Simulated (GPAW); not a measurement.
The system is Ti.

```
CELL_PARAMETERS angstrom
-1.64100 1.64100 1.64100
1.64100 -1.64100 1.64100
1.64100 1.64100 -1.64100
ATOMIC_POSITIONS crystal
Ti 0.00000 0.00000 0.00000
```

This isn't the form of Ti at room conditions, which is hcp.

Base run:

* Program: GPAW 26.7.0
* Functional: LDA
* Potentials or basis: PAW data sets generated in the run's folder for this functional
* Cutoff: 600 eV
* Basis: pw
* k mesh: 11 × 11 × 11
* Occupations: fermi-dirac, width 0.05 eV
* Spin: no spin polarisation

Its results: pressure -11.4 GPa.

Question: The run is repeated on the same cell with these changes: functional from LDA to BP86. What comes out?

Answer: Pressure -3.9 GPa.
